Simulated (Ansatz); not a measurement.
# SiC (P6_3mc), a film clamped to a substrate

Computed with DFT PBE, scalar-relativistic, plane waves, PAW in Ansatz 0.2.0. The runs took a 420 eV cutoff, a Γ-centred 12×12×4 mesh and Gaussian smearing (0.05 eV). No spin polarisation. Energies are free energies at this smearing, counted from the undisturbed cell; pressure is positive in compression.

The starting cell (relaxed at this level):

```yaml
crystal:
  lattice:
    - [3.09412, 0.00000, 0.00000]
    - [-1.54706, 2.67959, 0.00000]
    - [0.00000, 0.00000, 10.12934]
  atoms:
    - { symbol: Si, position: [0.66667, 0.33333, 0.93784] }
    - { symbol: Si, position: [0.33333, 0.66667, 0.43784] }
    - { symbol: Si, position: [0.00000, 0.00000, 0.68790] }
    - { symbol: Si, position: [0.00000, 0.00000, 0.18790] }
    - { symbol: C, position: [0.66667, 0.33333, 0.74981] }
    - { symbol: C, position: [0.33333, 0.66667, 0.24981] }
    - { symbol: C, position: [0.00000, 0.00000, 0.50045] }
    - { symbol: C, position: [0.00000, 0.00000, 0.00045] }
```

The cell (8 atoms, V0 = 83.98 Å³) is strained by p along both x and y and by q along z, fractional coordinates fixed. τp = (1/V0) ∂E/∂p = (σxx + σyy)(1 + p)(1 + q) and τq = (1/V0) ∂E/∂q = σzz(1 + p)², with tension positive.

| p | q | ΔE (meV/atom) | τp (GPa) | τq (GPa) |
| --- | --- | --- | --- | --- |
| 0.000 | 0.000 | 0.00 | 0.00 | 0.00 |
| -0.040 | 0.000 | 71.20 | -57.36 | -3.21 |
| 0.040 | 0.000 | 57.14 | 41.25 | 2.41 |
| 0.000 | -0.040 | 32.90 | -3.04 | -26.45 |
| 0.000 | 0.040 | 26.71 | 2.50 | 19.37 |

Problem. Get the second derivatives of the energy density.

Solution. Central differences give A = ∂τp/∂p = 1233 GPa (C11 + C22 + 2 C12), C = ∂τq/∂q = 573 GPa (C33) and the cross term B = ∂τq/∂p = 70 GPa (C13 + C23); ∂τp/∂q = 69 GPa must equal B, and any difference shows higher-order terms. Steps this large leave an error of some per cent of A or C in all of these, which can swamp a small B. The ions are clamped.

Problem. A film of this crystal grows with z along the normal on a substrate that imposes p. How does its thickness respond, and what does the misfit cost?

Solution. Count p and q from the stress-free cell. A free surface needs τq = 0, so q = −(B/C) p = -0.12 p. The energy density left is (A − B²/C) p²/2 = M p², with the biaxial modulus M = 612 GPa; a misfit of 1 % costs 4.01 meV/atom, against 4.04 meV/atom if the thickness were held.

At p = 0.080 the energies along q are 322.3 (q = -0.080), 225.2 (q = -0.040), 205.2 (q = 0.000), 241.7 (q = 0.040), 318.9 (q = 0.080) meV/atom.

Problem. Does the linear rule hold at this misfit?

Solution. A parabola through the lowest point and its neighbours has its minimum at q = -0.006, 204.6 meV/atom. With the stress left in the starting cell, τp0 and τq0, linear elasticity gives q = −(τq0 + Bp)/C = -0.010 and E = V0(τp0 p + τq0 q + Ap²/2 + Bpq + Cq²/2)/N = 256.6 meV/atom. The energies differ by more than a tenth, so the quadratic law fails here: the gap holds the anharmonic part, with some error from the wide steps. Cubic terms also shift the vertex of so wide a parabola.

Forces appear on the atoms along this scan, and letting them relax would lower the energy and soften the response.

The film resists in-plane strain strongly and thins only slightly when stretched, as expected for a network of short, directional sp3 Si–C bonds that oppose both stretching and bending. Because the cross term is small beside C33, freeing the thickness recovers little energy: 4.01 against 4.04 meV/atom at 1 % misfit. The misfit cost is therefore far less sensitive to errors in B than the thickness response is.

The ratio of -0.12 is weaker than the Poisson contraction known for hexagonal SiC. The likely main cause is the suppressed internal displacement between the Si and C sublattices, which would ease bond-length changes and strengthen the coupling between in-plane and axial strain.

Compression costs more than equal tension along both directions, since overlap repulsion steepens as bonds shorten while stretched bonds weaken. The same asymmetry explains why the quadratic law overestimates the energy at p = 0.080; at equally large compressive misfit it would probably underestimate it. Whether a real film would stay coherent at such strain depends on competition with misfit dislocations, which these energies don't address.
